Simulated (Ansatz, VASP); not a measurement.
Al3Cu2: VASP beside Ansatz

```
Al Cu
1.0
     4.05760    0.00000    0.00000
    -2.02880    3.51398    0.00000
     0.00000    0.00000    4.93228
Al Cu
3 2
Direct
  0.00000 0.00000 0.00000
  0.33333 0.66667 0.35176
  0.66667 0.33333 0.64824
  0.33333 0.66667 0.84249
  0.66667 0.33333 0.15751
```

Change from the starting cell: equal strain along all axes, cell held, atoms relaxed: -1.0 %.

Alike in both runs: functional PBEsol; k mesh 12 × 12 × 8; occupations gaussian, width 0.1 eV; no spin polarisation.

Ansatz relaxed the structure, and its values are those at the end. VASP's run is a single point on that final structure, the one shown.

|  | VASP | Ansatz |
| --- | --- | --- |
| version | VASP 6.6.1 | Ansatz 0.2.0 |
| potentials or method | VASP PAW PBE potentials, release 64 (Al, Cu) | scalar-relativistic, plane waves, PAW |
| plane-wave cutoff (eV) | 520 | 420 |
| valence electrons in the cell | 31 | 47 |

VASP gave:

| Property | Result |
| --- | --- |
| gap on the k mesh at the Fermi level (eV) | none |
| pressure (GPa) | 3.9 |
| rms of the force components (eV/Å) | 0.004 |

Question: What did Ansatz give for the same quantities?

Answer: gap on the k mesh at the Fermi level (eV): none; pressure (GPa): 3.6; rms of the force components (eV/Å): 0.004.

A gap of «none» marks a metal or a gap that the smearing closes. The functional is the same, so the differences come from potentials, cutoffs and numerics. The two sets of potentials don't hold the same shells in valence. Ansatz warned: «stress_scf_threshold_loose».

Caveats: the PAW data sets were made with another functional, which shifts forces and pressure a little (VASP).
